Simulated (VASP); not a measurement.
The system is P, a slab with vacuum.

```xyz
4
Lattice="3.2837 0.0000 0.0000 0.0000 34.8570 0.0000 0.0000 0.0000 4.6321" Properties=species:S:1:pos:R:3 pbc="T T T"
P     1.6419   33.8204    4.2052
P     1.6419    1.0366    0.4268
P     0.0000    1.0366    1.8892
P     0.0000   33.8204    2.7429
```

| Property | Result |
| --- | --- |
| Program | VASP 6.6.1 |
| Task | single point |
| Functional | PBE |
| Potentials or basis | VASP PAW PBE potentials, release 64 (P) |
| Cutoff | 520 eV |
| k mesh | 8 × 1 × 6 |
| Occupations | fermi-dirac, width 0.05 eV |
| Spin | no spin polarisation |

On this cell: largest force 0.309 eV/Å; band gap on the k mesh 0.94 eV, direct.

The same run follows on a disturbed copy (atoms moved at random, drawn with an rms of 0.05 Å):

```
CELL_PARAMETERS angstrom
3.28373 0.00000 0.00000
0.00000 34.85703 0.00000
0.00000 0.00000 4.63208
ATOMIC_POSITIONS crystal
P 0.50122 0.97114 0.91544
P 0.49669 0.03059 0.08474
P 0.00750 0.02879 0.41142
P 0.98812 0.96994 0.59993
```

Task: What does the disturbed cell give?

Result: The energy moves by +9.0 meV/atom; largest force 0.776 eV/Å; band gap on the k mesh 1.09 eV, direct.

Forces on the atoms (eV/Å):
```
P   -0.432 -0.256  0.159
P    0.294  0.143  0.480
P   -0.397  0.480 -0.213
P    0.535 -0.368 -0.426
```

A k mesh can miss the band edges.
